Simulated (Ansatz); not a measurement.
Input of an Ansatz 0.2.0 run:

input.yaml

```yaml
crystal:
  lattice:
    - [3.5432, 0.0, 0.0]
    - [-1.7716, 3.0685012107, 0.0]
    - [0.0, 0.0, 5.0388]
  atoms:
    - { symbol: Pt, position: [0.0, 0.0, 0.0] }
    - { symbol: S, position: [0.6666666667, 0.3333333333, 0.773] }
    - { symbol: S, position: [0.3333333333, 0.6666666667, 0.227] }
kpoints:
  mp_grid: { grid: [9, 9, 5] }
scf:
  occupations: { method: fermi_dirac, width: 0.05 }
hamiltonian:
  xc: pbesol
  pseudopotentials: { kind: all_electron, lapw: { basis_error: 0.002 } }
output:
  forces: true
  stress: true
relax:
  f_tol: 0.02
  max_steps: 60
  cell: { p_target: 5 }
```

Potentials or basis: all-electron LAPW, scalar-relativistic.

The run is started by

```bash
$ ansatz run input.yaml --threads 2 --pin off --max-ram 8192MiB --backend cpu --events-out ev --progress --plain --runs-dir out
```

Estimate the relaxed cell.

a = 3.556 Å, b = 3.556 Å, c = 4.368 Å, α = 90.00°, β = 90.00°, γ = 120.00°.

Predict the space group after relaxing (to 0.05 Å).

P-3m1 (No. 164).

Estimate the relaxed volume.

15.94 Å³/atom.

Step by step:
```
step  energy change (eV)  largest force (eV/Å)  volume (Å³)
   1              0.0000                0.9506        54.78
   2             -0.0139                0.0094        50.37
   3             -0.0277                0.0896        48.83
   4              0.0111                0.1180        47.15
   5             -0.0234                0.0068        48.13
   6             -0.0131                0.0279        47.79
   7             -0.0150                0.0000        47.84
   8             -0.0159                0.0002        47.84
   9             -0.0154                0.0001        47.83
  10             -0.0154                0.0000        47.83
```

Spin-orbit coupling is left out, which matters for the levels of Pt.
